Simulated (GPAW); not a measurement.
HfC:

```xyz
4
Lattice="3.3429 0.0000 0.0000 -1.6714 2.8950 0.0000 0.0000 0.0000 5.2027" Properties=species:S:1:pos:R:3 pbc="T T T"
Hf    0.0000    1.9300    1.3007
Hf    1.6714    0.9650    3.9020
C     0.0000    0.0000    2.6014
C     0.0000    0.0000    0.0000
```

The cell comes from a database or a generator and needn't be the stable form of this composition.

| Quantity | Value |
| --- | --- |
| Program | GPAW 26.7.0 |
| Task | relaxation of cell and atoms |
| Functional | PBEsol |
| Dispersion | D4 |
| Potentials or basis | PAW data sets generated in the run's folder for this functional |
| Cutoff | 800 eV |
| Basis | pw |
| k mesh | 6 × 6 × 4 |
| Occupations | fermi-dirac, width 0.05 eV |
| Spin | no spin polarisation |

At the start: pressure -8.2 GPa; volume 12.59 Å³/atom.

Q: How do energy, volume and symmetry change on relaxing?

A: Over 7 steps the energy falls by 13.1 meV/atom and the volume is 12.17 Å³/atom (-3.3 %); space group P6_3/mmc (No. 194, to 0.05 Å).

Step by step:
| step | energy change (eV) | largest force (eV/Å) | pressure (GPa) | volume (Å³) |
| --- | --- | --- | --- | --- |
| 1 | 0.0000 | 0.0000 | -8.16 | 50.35 |
| 2 | -0.0169 | 0.0000 | -6.60 | 50.01 |
| 3 | -0.0486 | 0.0000 | 0.67 | 48.55 |
| 4 | -0.0492 | 0.0000 | 0.40 | 48.60 |
| 5 | -0.0518 | 0.0001 | -0.45 | 48.77 |
| 6 | -0.0523 | 0.0000 | -0.32 | 48.75 |
| 7 | -0.0523 | 0.0000 | -0.06 | 48.70 |

Final structure:
```
CELL_PARAMETERS angstrom
3.28536 0.00000 0.00000
-1.64268 2.84521 0.00000
0.00000 0.00000 5.20960
ATOMIC_POSITIONS crystal
Hf 0.33333 0.66667 0.25000
Hf 0.66667 0.33333 0.75000
C 0.00000 0.00000 0.50000
C 0.00000 0.00000 0.00000
```

Caveat: the k mesh is coarse (spacing up to 0.36 Å⁻¹), so the values aren't converged; later steps reuse the first step's grids; pairwise dispersion overbinds metals, which lowers pressure and volume.
